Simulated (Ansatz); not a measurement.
**Phonon dispersion of SnO**

Theory: DFT PBE, scalar-relativistic, plane waves, PAW in Ansatz 0.2.0. Settings: 420 eV plane-wave cutoff, Γ-centred 10×10×8 mesh, fixed occupations. No spin polarisation. Phonons by linear response, acoustic sum rule imposed.

Relaxed structure:
```
Sn O
1.0
     3.86793    0.00000    0.00000
     0.00000    3.86793    0.00000
     0.00000    0.00000    5.07357
Sn O
2 2
Cartesian
  0.0000 1.9340 1.1593
  1.9340 0.0000 3.9143
  0.0000 0.0000 0.0000
  1.9340 1.9340 0.0000
```

It was relaxed at this level from a cell as deposited in COD. Spin–orbit coupling is left out, which matters for heavy elements. The q mesh is coarse, so values between its points are rough. No dispersion correction is applied, so modes and constants that involve weak contacts between layers, chains or molecules come out too soft.

Force constants from linear response on a 2×2×1 q mesh.

(1) Is the structure dynamically stable on this mesh?

(2) Give the frequencies (cm⁻¹; i marks imaginary ones) at the irreducible q points, in fractions of the reciprocal vectors, the Γ row without the LO field.

## Answers

(1) Yes, on this mesh: no mode is imaginary. Between the mesh points the interpolation dips to 54i cm⁻¹.

(2)
```csv
q,star,frequencies
0.000 0.000 0.000,1,0 0 0 105 105 200 240 240 326 370 429 429
0.000 -0.500 0.000,2,76 76 88 88 170 170 331 331 365 365 404 404
-0.500 -0.500 0.000,1,72 72 141 141 172 172 189 189 196 196 488 488
```
